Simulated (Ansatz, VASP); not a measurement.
## Cross-check of BAs between VASP and Ansatz

Wanted: the spread between two codes on one cell, functional and k mesh. The cell is a member of a volume series, scaled by 0.985 from a relaxed one, so a pressure remains.

Main program and level: Ansatz 0.2.0; plane waves, with VASP 6.6.1 beside it; single point at PBE, single point at PBEsol with D3(BJ) and single point at BLYP.

## (1) The structure

The structure is cubic, space group F-43m (No. 216). The conventional cell has a = 4.793 Å, b = 4.793 Å, c = 4.793 Å, α = 90.00°, β = 90.00°, γ = 90.00°. Nearest to As lie 4 B at 2.08 Å. B has 4 As at 2.08 Å nearest. Farther neighbours are not listed.

Coordinates:

```cif
data_structure
_symmetry_space_group_name_H-M 'F-43m'
_symmetry_Int_Tables_number 216
_cell_length_a 4.7928
_cell_length_b 4.7928
_cell_length_c 4.7928
_cell_angle_alpha 90.000
_cell_angle_beta 90.000
_cell_angle_gamma 90.000
_cell_volume 110.09
loop_
_atom_site_label
_atom_site_type_symbol
_atom_site_symmetry_multiplicity
_atom_site_Wyckoff_symbol
_atom_site_fract_x
_atom_site_fract_y
_atom_site_fract_z
_atom_site_occupancy
As1 As 4 c 0.25000 0.25000 0.25000 1
B1 B 4 a 0.00000 0.00000 0.00000 1
```

## (2) VASP: single point, PBE, volume scaled by 0.985

A single point gives forces, pressure and levels at one fixed geometry, so differences don't come from the geometry; what else differs is listed under the comparison.

Lines of VASP's logs that name or quote its potential files are left out, and so is its time.

The input asks for a relaxation, which ended at its first step since no free force or stress exceeded the threshold; so it serves as a single point.

Contents of INCAR:

```
SYSTEM = BAs
PREC = Accurate
ENCUT = 450
EDIFF = 1E-06
NELM = 100
ISMEAR = 0
SIGMA = 0.03
LREAL = .FALSE.
ALGO = Normal
GGA = PE
NBANDS = 10
LORBIT = 11
LWAVE = .FALSE.
LCHARG = .FALSE.
KPAR = 4
IBRION = 2
NSW = 30
ISIF = 4
EDIFFG = -0.01
```

Contents of POSCAR:

```
BAs
1.0
    0.0000000000      2.3963817762      2.3963817762
    2.3963817762      0.0000000000      2.3963817762
    2.3963817762      2.3963817762      0.0000000000
As B
1 1
Direct
    0.7500000000      0.7500000000      0.7500000000
    0.0000000000      0.0000000000      0.0000000000
```

Contents of KPOINTS:

```
Automatic mesh
0
Gamma
8 8 8
0 0 0
```

PAW data sets: As and B (PBE family, release 64).

Command:

```bash
> mpirun -np 4 vasp_std
```

Numbers of over 12 decimals in the logs are rounded to 6 here.

The log of the run:

```text
[banner, memory and clock lines left out]
running    4 mpi-ranks, on    1 nodes
 distrk:  each k-point on    1 cores,    4 groups
 distr:  one band on    1 cores,    1 groups

 POSCAR found type information on POSCAR AsB
 POSCAR found :  2 types and       2 ions
 LDA part: xc-table for (Slater+PW92), standard interpolation
 POSCAR, INCAR and KPOINTS ok, starting setup
 FFT: planning ... GRIDC
 FFT: planning ... GRID_SOFT
 FFT: planning ... GRID
 WAVECAR not read
 entering main loop
       N       E                     dE             d eps       ncg     rms          rms(c)
DAV:   1     0.109844975766E+02    0.10984E+02   -0.35415E+03   580   0.626E+02
DAV:   2    -0.114613323193E+02   -0.22446E+02   -0.21731E+02   872   0.102E+02
DAV:   3    -0.120275747502E+02   -0.56624E+00   -0.56554E+00   694   0.158E+01
DAV:   4    -0.120291103963E+02   -0.15356E-02   -0.15356E-02   712   0.928E-01
DAV:   5    -0.120291125111E+02   -0.21148E-05   -0.21150E-05   670   0.344E-02    0.486E+00
DAV:   6    -0.114683431343E+02    0.56077E+00   -0.16140E+00   618   0.552E+00    0.237E+00
DAV:   7    -0.114114721756E+02    0.56871E-01   -0.18775E-01   704   0.228E+00    0.970E-01
DAV:   8    -0.114048505040E+02    0.66217E-02   -0.20771E-02   648   0.860E-01    0.100E-01
DAV:   9    -0.114051499468E+02   -0.29944E-03   -0.72180E-04   672   0.168E-01    0.583E-02
DAV:  10    -0.114053174406E+02   -0.16749E-03   -0.22312E-04   640   0.961E-02    0.135E-02
DAV:  11    -0.114053228616E+02   -0.54209E-05   -0.58358E-06   718   0.173E-02    0.112E-02
DAV:  12    -0.114053228250E+02    0.36561E-07   -0.28443E-06   642   0.977E-03
   1 F= -.11405323E+02 E0= -.11405323E+02  d E =-.114053E+02
 curvature:   0.00 expect dE= 0.000E+00 dE for cont linesearch  0.000E+00
 trial: gam= 0.00000 g(F)=  0.154E-46 g(S)=  0.926E-33 ort = 0.000E+00 (trialstep = 0.100E+01)
 search vector abs. value=  0.100E-09
 reached required accuracy - stopping structural energy minimisation
```

OUTCAR, selected parts (step 2):

```text
ion  position               nearest neighbor table
   1  0.750  0.750  0.750-   2 2.08   2 2.08   2 2.08   2 2.08
   2  0.000  0.000  0.000-   1 2.08   1 2.08   1 2.08   1 2.08

  LATTYP: Found a face centered cubic cell.
 ALAT       =     4.7927635524

 Subroutine GETGRP returns: Found 24 space group operations
 (whereof 24 operations were pure point group operations)

The static configuration has the point symmetry T_d .

 Found     29 irreducible k-points:

   k-points           NKPTS =     29   k-points in BZ     NKDIM =     29   number of bands    NBANDS=     10

   dimension x,y,z NGX =    24 NGY =   24 NGZ =   24
   dimension x,y,z NGXF=    48 NGYF=   48 NGZF=   48

   ENCUT  =  450.0 eV  33.07 Ry    5.75 a.u.   5.86  5.86  5.86*2*pi/ulx,y,z

   NELECT =       8.0000    total number of electrons

 k-points in reciprocal lattice and weights: Automatic mesh
   0.00000000  0.00000000  0.00000000       0.002
   0.12500000  0.00000000  0.00000000       0.016
   0.25000000  0.00000000  0.00000000       0.016
   0.37500000  0.00000000  0.00000000       0.016
   0.50000000  0.00000000  0.00000000       0.008
   0.12500000  0.12500000  0.00000000       0.012
   0.25000000  0.12500000  0.00000000       0.047
   0.37500000  0.12500000  0.00000000       0.047
   0.50000000  0.12500000  0.00000000       0.047
[...]
-0.37500000  0.50000000  0.12500000       0.023
  -0.25000000  0.50000000  0.25000000       0.012

 average (electrostatic) potential at core
       1 -48.8690       2 -26.9081

 E-fermi :   6.2221

 k-point     1 :       0.0000    0.0000    0.0000
  band No.  band energies     occupation
      1      -9.2935      2.00000
      2       6.0210      2.00000
      3       6.0210      2.00000
      4       6.0210      2.00000
      5       9.2789      0.00000
      6       9.2789      0.00000
      7       9.2789      0.00000
      8      10.5796      0.00000
      9      15.5537      0.00000
    ...

 k-point     2 :       0.1250    0.0000    0.0000
  band No.  band energies     occupation
      1      -9.0398      2.00000
      2       4.0639      2.00000
      3       5.5869      2.00000
      4       5.5869      2.00000
      5       9.3717      0.00000
      6       9.8503      0.00000
      7       9.8503      0.00000
      8      11.8818      0.00000
      9      16.4921      0.00000
    ...

 k-point     3 :       0.2500    0.0000    0.0000
  band No.  band energies     occupation
      1      -8.3016      2.00000
      2       1.1110      2.00000
      3       4.8823      2.00000
      4       4.8823      2.00000
      5       9.0311      0.00000
      6      10.6454      0.00000
      7      10.6454      0.00000
      8      13.8465      0.00000
      9      17.2213      0.00000
    ...

  Total        0.3541385      0.3541385      0.3541385     -0.0000000     -0.0000000     -0.0000000
  in kB       20.6151148     20.6151148     20.6151148     -0.0000000     -0.0000000     -0.0000000
  external PRESSURE =      20.6151148 kB  Pullay stress =       0.0000000 kB

  energy-cutoff  :      450.00
  volume of cell :       27.52
      direct lattice vectors                 reciprocal lattice vectors
     0.000000000  2.396381776  2.396381776    -0.208647889  0.208647889  0.208647889
     2.396381776  0.000000000  2.396381776     0.208647889 -0.208647889  0.208647889
     2.396381776  2.396381776  0.000000000     0.208647889  0.208647889 -0.208647889

 POSITION                                       TOTAL-FORCE (eV/Angst)
 -----------------------------------------------------------------------------------
      3.59457      3.59457      3.59457         0.000000     -0.000000     -0.000000
      0.00000      0.00000      0.00000        -0.000000      0.000000      0.000000
 -----------------------------------------------------------------------------------
    total drift:                               -0.000000     -0.000000     -0.000000

  FREE ENERGIE OF THE ION-ELECTRON SYSTEM (eV)
  ---------------------------------------------------
  free  energy   TOTEN  =       -11.4053228250 eV

  energy  without entropy=      -11.4053228250  energy(sigma->0) =      -11.40532283

 reached required accuracy - stopping structural energy minimisation

 total charge
# of ion       s       p       d       tot
------------------------------------------
    1        1.173   1.655   0.086   2.914
    2        0.658   1.169   0.000   1.827
--------------------------------------------------
tot          1.831   2.824   0.086   4.741

[... 3 further parts left out ...]
```

The run keeps the 24 symmetry operations of its start, so it cannot find a distortion of lower symmetry.

## (3) Ansatz: single point, PBE, volume scaled by 0.985

Ansatz runs on its default PAW (the set named soft_2) files.

The same cell, functional, mesh and smearing now go to Ansatz, which takes its cutoff from its data sets.

Contents of input.yaml:

```yaml
crystal:
  lattice:
    - [0.0, 2.39638178, 2.39638178]
    - [2.39638178, 0.0, 2.39638178]
    - [2.39638178, 2.39638178, 0.0]
  atoms:
    - { symbol: As, position: [0.75, 0.75, 0.75] }
    - { symbol: B, position: [0.0, 0.0, 0.0] }
hamiltonian:
  xc: pbe
  pseudopotentials: { kind: paw }
kpoints:
  mp_grid: { grid: [8, 8, 8] }
scf:
  occupations: { method: gaussian, width: 0.03 }
  n_extra_bands: 4
output:
  forces: true
  stress: true
  eigenvalues: true
  write_density: true
  write_potential: true
  elf: true
  volumetric_format: npy
```

Command:

```bash
> ansatz run input.yaml --threads 2 --pin off --max-ram 4608MiB --backend cpu --events-out ev --progress --plain --runs-dir out
```

The log of the run:

```text
scf.n_extra_bands = 4 over 9 filled bands (N_el = 18.0): the run solves 13 bands
Engine: ansatz 0.2.0, aarch64-unknown-linux-gnu
Pseudopotentials: kind: paw
Pseudopotential: As, paw, valence charge 15, recommended cutoff 420 eV (normal), As.paw.azcp
Pseudopotential: B, paw, valence charge 3, recommended cutoff 420 eV (normal), B.paw.azcp
Functional definition: PBE
  parameter kappa = 0.804
  parameter beta = 0.066725
  exchange = pbe_x(kappa = kappa, mu = beta*pi^2/3)
  correlation = pbe_c(beta = beta)
Crystal: 2 atoms, lattice volume = 27.523 Å³
Basis set: ecut = 420 eV, 537 PW (Γ), exchange–correlation on 48×48×48 points (8 copies of the dense FFT grid, shifted against one another)
Bands: 13, of which v1, the nominal top of the filled ones, is band 9 counted from 1 (8 counted from 0)
Symmetry: 24 space group operations
Space group: F-43m (ITA 216), of the structure as read, at distance tolerance 3.0e-5 Å
k-points: 29 of 512 (time reversal used)
Non-local potential: As, projectors of the file, l = 0: 2, l = 1: 2, l = 2: 3, l = 3: 1
Non-local potential: B, projectors of the file, l = 0: 2, l = 1: 2, l = 2: 1
PAW form: soft (Blöchl's): semilocal exchange-correlation on the pseudo side does not see the compensation charge
PAW one-centre angular grid: As, 590 points (default); XC on 64 Gauss nodes
PAW one-centre angular grid: B, 110 points (default); XC on 64 Gauss nodes
Initial density: superposition of atomic densities (neutral atoms: chi_scale 0, normalization atom), corrected by the library's trained network
Initial wavefunctions: pseudopotential atomic-orbital guess
Functional: x = pbe(κ = 0.804, μ = 0.219515), c = pbe(β = 0.066725)
SCF iter   1: F=—  HF=-5012.101506 eV  |F-HF|=—  |Δ(HF+E_count)|=         —  Δρ=7.55e-4  dr2=8.42e-5  ethr=1.77e-3  ⟨swp⟩=5.9  Hψ=2126  notcnv=0
preconditioner: auto → none  [insulator: Δε(μ)=1.208 eV  Ē_g=12.337 eV  σ=0.030 eV  W_gap=1.00  n_scr=8 (ndim 8)  ℏωp=20.0 eV  f_vac=0.001  D(μ)=0.00/eV (n_scr^D=0)  ε∞_Penn≈3.6]
SCF iter   2: F=—  HF=-5012.101565 eV  |F-HF|=—  |Δ(HF+E_count)|=   5.90e-5  Δρ=4.32e-4  dr2=3.02e-5  ethr=4.68e-7  ⟨swp⟩=2.8  Hψ=915  notcnv=0
SCF iter   3: F=—  HF=-5012.101587 eV  |F-HF|=—  |Δ(HF+E_count)|=   2.18e-5  Δρ=2.40e-4  dr2=4.97e-6  ethr=1.68e-7  ⟨swp⟩=2.2  Hψ=609  notcnv=0
SCF iter   4: F=—  HF=-5012.101610 eV  |F-HF|=—  |Δ(HF+E_count)|=   2.32e-5  Δρ=4.83e-5  dr2=8.25e-7  ethr=2.76e-8  ⟨swp⟩=2.0  Hψ=638  notcnv=0
iter 5 did not close the SCF: its close was put off for the readings that it lacked (scf_convergence_deferred on its scf_iter line)
SCF iter   5: F=-5012.101610 eV  HF=-5012.101610 eV  |F-HF|=5.25e-8  |Δ(HF+E_count)|=   2.36e-7  Δρ=1.47e-5  dr2=7.23e-8  ethr=4.58e-9  ⟨swp⟩=2.0  Hψ=632  notcnv=0
SCF iter   6: F=-5012.101610 eV  HF=-5012.101610 eV  |F-HF|=1.23e-8  |Δ(HF+E_count)|=   9.11e-9  Δρ=5.91e-6  dr2=9.11e-9  ethr=4.02e-10  ⟨swp⟩=5.1  Hψ=1821  notcnv=0
SCF 1 converged in 6 iterations: F = -5012.101610 eV  dr2 = 9.11e-9
  greatest PAW one-centre occupation: 0.999 electrons in one spin orbital (limit 2), on the As atom at site 0 (counted from 0), in its partial waves of l = 2
SCF converged after 6 iterations
Free energy (F): -5012.101610 eV
Harris-Foulkes:  -5012.101610 eV  (|F-HF|=1.23e-8)
Internal energy: -5012.101610 eV  (E = F + TS)
E sigma→0 (E₀):  -5012.101610 eV
Fermi energy:    11.572505 eV
--- Per-component energies (eV) ---
  E_band       = -212.642875
  E_kinetic    = 151.660694
  E_local      = -1702.606313  (includes V_loc(G=0)·N_el)
  E_nonlocal   = -657.815444
  E_hartree    = 943.322417
  E_xc         = -111.272845
  E_vxc        = -117.453989  (∫ρ·V_xc dr)
  E_paw        = -1915.291260  (= ΣΔE_a)
  E_vpaw       = 226.931273  (= ΣTr[D̂ρ^β])
  E_aug_tail   = 0.000006  (compensation charges beyond the density's cutoff)
  E_ewald      = -1720.098865
  E_smearing   = -0.000000  (= −TS)
  E_closure    = 0.000000  (closes the sum)
  Σ components = -5012.101610   (vs F -5012.101610, Δ=0.00e0)
--- Forces (eV/Å), atoms counted from 1 ---
  atom   1  As    -0.00000000     0.00000000     0.00000000
  atom   2  B     -0.00000000     0.00000000     0.00000000
  max |Σ_I F_I| component: 5.57e-16 eV/Å
--- Stress (GPa, compression-positive) ---
        1.386012      -0.000000      -0.000000
       -0.000000       1.386012       0.000000
       -0.000000       0.000000       1.386012
  P = ⅓ Tr σ = 1.3860 GPa (13.860 kbar)
--- Band table (eV; the first three rows and the last of 29) ---
  k-point 0: bands = [... 5 lower, -4.3444, 10.9695, 10.9695, 10.9695, 14.2378, 14.2378, 14.2378, 15.5179]
  k-point 1: bands = [... 5 lower, -4.0906, 9.0148, 10.5367, 10.5367, 14.3251, 14.8092, 14.8092, 16.8280]
  k-point 2: bands = [... 5 lower, -3.3523, 6.0660, 9.8333, 9.8333, 13.9820, 15.6070, 15.6070, 18.8033]
  k-point 28: bands = [... 5 lower, -0.0596, 2.9623, 5.5485, 5.8408, 16.2329, 16.8569, 17.7639, 17.9551]
```

Run time: 0.96 s. Hardware: 2 threads of Arm Neoverse V1, shared host; peak memory 0.28 GiB.

The run ends at a pressure of 1.39 GPa.

## (4) Side by side

Known differences besides the potentials themselves: the data sets hold 18 valence electrons in Ansatz (default PAW (the set named soft_2) files) and 8 in VASP; the cutoff is 420 eV in Ansatz and 450 eV in VASP; VASP leaves aspherical gradient terms in its spheres out (LASPH is not set), Ansatz keeps them. Total energies have different zeros and are not compared.

The two programs side by side:

```csv
quantity,Ansatz,VASP,difference
pressure (GPa),1.39,2.06,-0.68
pressure without Ansatz's Pulay correction (GPa),1.29,2.06,-0.77
gap on the k mesh (eV),1.207,1.194,+0.012
```

A gap on the mesh is an upper bound, since the band edges may lie between its points. Ansatz's pressure holds a Pulay correction of 0.10 GPa; VASP's holds none.

## (5) VASP: single point, PBEsol with D3(BJ), volume scaled by 1.015

With cell and atoms fixed, the geometry can't cause a difference; cores, projectors, grids and the points listed under the comparison can. The cell compared in this pair holds 27.06 Å³, against 27.52 Å³ for the pair before.

The input asks for a relaxation, which ended at its first step since no free force or stress exceeded the threshold; so it serves as a single point.

Changes to INCAR since step 2:

```diff
@@ -9,3 +9,4 @@
 ALGO = Normal
-GGA = PE
+GGA = PS
+IVDW = 12
 NBANDS = 10
```

Contents of POSCAR:

```
BAs
1.0
    0.0000000000      2.3827356114      2.3827356114
    2.3827356114      0.0000000000      2.3827356114
    2.3827356114      2.3827356114      0.0000000000
As B
1 1
Direct
    0.7500000000      0.7500000000      0.7500000000
    0.0000000000      0.0000000000      0.0000000000
```

KPOINTS is that of step 2.

Command:

```bash
> mpirun -np 4 vasp_std
```

The log of the run:

```text
[banner, memory and clock lines left out]
running    4 mpi-ranks, on    1 nodes
[...]
|                                                                             |
|               ----> ADVICE to this user running VASP <----                  |
|                                                                             |
|     You enforced a specific xc type in the INCAR file but a different       |
|     [... a line on the potential file left out ...]
|     I HOPE YOU KNOW WHAT YOU ARE DOING!                                     |
|                                                                             |

 LDA part: xc-table for (Slater+PW92), standard interpolation
 POSCAR, INCAR and KPOINTS ok, starting setup
[...]
entering main loop
       N       E                     dE             d eps       ncg     rms          rms(c)
DAV:   1     0.932675269405E+01    0.93268E+01   -0.34393E+03   580   0.626E+02
DAV:   2    -0.122628288014E+02   -0.21590E+02   -0.20725E+02   808   0.102E+02
DAV:   3    -0.128207759389E+02   -0.55795E+00   -0.55702E+00   686   0.160E+01
DAV:   4    -0.128222971240E+02   -0.15212E-02   -0.15211E-02   692   0.921E-01
[...]
DAV:  10    -0.121971989507E+02   -0.58053E-04   -0.96037E-05   634   0.604E-02    0.111E-02
DAV:  11    -0.121972014067E+02   -0.24560E-05   -0.18656E-06   712   0.108E-02    0.997E-03
DAV:  12    -0.121972012024E+02    0.20424E-06   -0.10817E-06   430   0.550E-03
   1 F= -.12749019E+02 E0= -.12749019E+02  d E =-.127490E+02
[...]
reached required accuracy - stopping structural energy minimisation
```

Parts of OUTCAR (step 5):

```text
 Edisp (eV)   -0.55182

  Total      -0.36144    -0.36144    -0.36144    -0.00000     0.00000    -0.00000
  in kB     -21.40361   -21.40361   -21.40361    -0.00000     0.00000    -0.00000
  external pressure =      -21.40 kB  Pullay stress =        0.00 kB

 POSITION                                       TOTAL-FORCE (eV/Angst)
 -----------------------------------------------------------------------------------
      3.57410      3.57410      3.57410         0.000000      0.000000      0.000000
      0.00000      0.00000      0.00000        -0.000000     -0.000000     -0.000000
 -----------------------------------------------------------------------------------
    total drift:                               -0.000000     -0.000000     -0.000000

  FREE ENERGIE OF THE ION-ELECTRON SYSTEM (eV)
  ---------------------------------------------------
  free  energy   TOTEN  =       -12.7490186911 eV

  energy  without entropy=      -12.7490186911  energy(sigma->0) =      -12.74901869

[... 2 parts as in an earlier step ...]

[... 2 further parts left out ...]
[key lines of the parts left out:]
E-fermi :   6.3122
```

## (6) Ansatz: single point, PBEsol with D3(BJ), volume scaled by 1.015

The same cell, functional, mesh and smearing now go to Ansatz, which takes its cutoff from its data sets.

The cell is a member of a volume series, scaled by 1.015 from a relaxed one, so a pressure remains.

input.yaml, the sections that differ from step 3:

```yaml
crystal:
  lattice:
    - [0.0, 2.38273561, 2.38273561]
    - [2.38273561, 0.0, 2.38273561]
    - [2.38273561, 2.38273561, 0.0]
  atoms:
    - { symbol: As, position: [0.75, 0.75, 0.75] }
    - { symbol: B, position: [0.0, 0.0, 0.0] }
hamiltonian:
  xc: pbesol
  pseudopotentials: { kind: paw }
  dispersion: d3bj
output:
  forces: true
  stress: true
  eigenvalues: true
# kpoints, scf: as in step 3
```

Command:

```bash
> ansatz run input.yaml --threads 2 --pin off --max-ram 4608MiB --backend cpu --events-out ev --progress --plain --runs-dir out
```

The log of the run:

```text
[...]
Crystal: 2 atoms, lattice volume = 27.056 Å³
Basis set: ecut = 420 eV, 531 PW (Γ), exchange–correlation on 48×48×48 points (8 copies of the dense FFT grid, shifted against one another)
Bands: 13, of which v1, the nominal top of the filled ones, is band 9 counted from 1 (8 counted from 0)
Symmetry: 24 space group operations
[...]
k-points: 29 of 512 (time reversal used)
[...]
--- Band table (eV; the first three rows and the last of 29) ---
  k-point 0: bands = [... 5 lower, -4.3519, 11.1515, 11.1515, 11.1515, 14.4038, 14.4038, 14.4038, 15.9023]
  k-point 1: bands = [... 5 lower, -4.0935, 9.1677, 10.7064, 10.7064, 14.5328, 14.9891, 14.9891, 17.1569]
  k-point 2: bands = [... 5 lower, -3.3409, 6.1691, 9.9891, 9.9891, 14.2093, 15.7897, 15.7897, 19.0503]
  k-point 28: bands = [... 5 lower, 0.0357, 3.0837, 5.5707, 5.8695, 16.3389, 17.0971, 17.8476, 18.2117]
[key lines of the parts left out:]
SCF converged after 6 iterations
Free energy (F): -4966.317011 eV
Fermi energy:    11.698235 eV
P = ⅓ Tr σ = -3.0693 GPa (-30.693 kbar)
```

The job ended after 0.77 s (2 threads; peak memory 0.28 GiB; 1.3 s of CPU time).

The run ends at a pressure of -3.07 GPa.

## (7) Side by side

What differs besides the data sets and the points named for the pairs above, as far as they apply: Ansatz makes its cores anew for this functional, VASP keeps those of its PBE data sets. Total energies have different zeros and are not compared.

Both answers:

```csv
quantity,Ansatz,VASP,difference
pressure (GPa),-3.07,-2.14,-0.93
pressure without Ansatz's Pulay correction (GPa),-3.17,-2.14,-1.03
gap on the k mesh (eV),1.094,1.081,+0.013
```

A gap on the mesh is an upper bound, since the band edges may lie between its points. Ansatz's pressure holds a Pulay correction of 0.10 GPa; VASP's holds none.

[end of part 1 of 2]

[Lines on the potential files, build, host, timing and source positions are cut from VASP's logs without a mark.]

[Logs are printed without paths, hosts, clocks, repeated set-up lines and the standing remarks that a program may print on its own settings, such as how far it seeks lower states.]

[Hosts, paths, dates, database ids (printed as entryN), source tags and the programs' standing remarks are cut or masked in the printed files.]
